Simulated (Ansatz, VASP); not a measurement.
This is a calculation of GaN for Ansatz 0.2.0.

Contents of input.yaml:

```yaml
crystal:
  lattice:
    - [0.0, 2.2535006075, 2.2535006075]
    - [2.2535006075, 0.0, 2.2535006075]
    - [2.2535006075, 2.2535006075, 0.0]
  atoms:
    - { symbol: Ga, position: [0.006426, -0.001686, -0.00531] }
    - { symbol: "N", position: [0.242501, 0.248197, 0.256623] }
hamiltonian:
  xc: pbe
  pseudopotentials: { kind: paw }
kpoints:
  mp_grid: { grid: [10, 10, 10] }
scf:
  occupations: { method: fermi_dirac, width: 0.05 }
output:
  forces: true
  stress: true
  eigenvalues: true
```

Potentials or basis: Ansatz PAW.

Command:

```console
$ ansatz run input.yaml --threads 1 --pin off --max-ram 3584MiB --backend cpu --events-out ev --progress --plain --runs-dir out
```

Q: Translate it to VASP 6.6.1. Potentials there: VASP PAW PBE potentials, release 64 (Ga_d, N).

A: As run (the cutoff follows the program's own potentials):

Contents of INCAR:

```
SYSTEM = GaN
PREC = Accurate
ENCUT = 520
EDIFF = 1E-7
ISMEAR = -1
SIGMA = 0.05
LREAL = .FALSE.
LASPH = .TRUE.
NELM = 60
ALGO = Normal
ISIF = 2
LWAVE = .FALSE.
LCHARG = .FALSE.
GGA = PE
NBANDS = 16
```

The input KPOINTS:

```
regular mesh
0
G
  10 10 10
  0 0 0
```

File POSCAR:

```
GaN
1.0
    0.0000000000      2.2535006075      2.2535006075
    2.2535006075      0.0000000000      2.2535006075
    2.2535006075      2.2535006075      0.0000000000
Ga N
1 1
Direct
    0.0064260000     -0.0016860000     -0.0053100000
    0.2425010000      0.2481970000      0.2566230000
```

Potentials or basis: VASP PAW PBE potentials, release 64 (Ga_d, N).

The run is started by

```bash
$ cat potpaw_PBE.64/Ga_d/POTCAR potpaw_PBE.64/N/POTCAR > POTCAR
$ mpirun -np 1 vasp_std > vasp.out
```

Both were run:

|  | VASP | Ansatz | Ansatz less VASP |
| --- | --- | --- | --- |
| gap on the k mesh at the Fermi level (eV) | 1.64 | 1.64 | -0.007 |
| least direct gap on the mesh (eV) | 1.64 | 1.64 | -0.007 |
| pressure (GPa) | 5.2 | 5.2 | -0.04 |
| largest component of the traceless stress (GPa) | 1.85 | 1.90 | +0.044 |
| rms of the force components (eV/Å) | 0.288 | 0.292 | +0.0041 |

Atom by atom the forces differ by 0.004 eV/Å (rms over components).

Caveats: the pressure holds a Pulay correction of +0.5 GPa for the finite cutoff (Ansatz).
